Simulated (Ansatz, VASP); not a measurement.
This is a calculation of InPd for VASP 6.6.1. The cell comes from a database or a generator and needn't be the stable form of this composition.

Contents of INCAR:

```
PREC = Accurate ; ENCUT = 520
EDIFF = 1E-6 ; ISMEAR = 0
SIGMA = 0.014 ; LREAL = F
LASPH = T ; NELM = 60
ALGO = Normal ; ISIF = 2
LWAVE = F ; LCHARG = F
GGA = PE
```

File KPOINTS:

```
regular mesh
0
Gamma
  8 8 8
```

Contents of POSCAR:

```
InPd
1.0
    3.2718847800      0.0000000000      0.0000000000
    0.0000000000      3.2718847800      0.0000000000
    0.0000000000      0.0000000000      3.2718847800
In Pd
1 1
Direct
    0.0000000000      0.0000000000      0.0000000000
    0.5000000000      0.5000000000      0.5000000000
```

Potentials or basis: VASP PAW PBE potentials, release 64 (In_d, Pd).

The run is started by

```sh
$ cat potpaw_PBE.64/In_d/POTCAR potpaw_PBE.64/Pd/POTCAR > POTCAR
$ mpirun -np 1 vasp_std > vasp.out
```

Problem. Set up the same calculation for Ansatz 0.2.0. Potentials or basis there: Ansatz PAW, cutoff 420 eV.

Solution. As run (cutoffs and basis follow the program's own potentials, and thresholds, step limits or extra output files can differ):

Contents of input.yaml:

```yaml
crystal:
  lattice:
    - [3.27188478, 0.0, 0.0]
    - [0.0, 3.27188478, 0.0]
    - [0.0, 0.0, 3.27188478]
  atoms:
    - { symbol: In, position: [0.0, 0.0, 0.0] }
    - { symbol: Pd, position: [0.5, 0.5, 0.5] }
hamiltonian:
  xc: pbe
  pseudopotentials: { kind: paw }
kpoints:
  mp_grid: { grid: [8, 8, 8] }
scf:
  occupations: { method: gaussian, width: 0.014 }
output:
  forces: true
  stress: true
  eigenvalues: true
```

Potentials or basis: Ansatz PAW.

Run with:

```bash
$ ansatz run input.yaml --threads 2 --pin off --max-ram 5632MiB --backend cpu --events-out ev --progress --plain --runs-dir out
```

Both were run:

|  | VASP | Ansatz |
| --- | --- | --- |
| Pressure | 3.8 GPa | 3.7 GPa |

Ansatz's pressure holds a Pulay term of +0.08 GPa for its cutoff of 420 eV, which the other run lacks.

The potentials hold 23 and 31 valence electrons a cell.

Where Ansatz's input types no cutoff or centring, it takes its own default and a Γ-centred mesh.

Pressure is positive in compression.
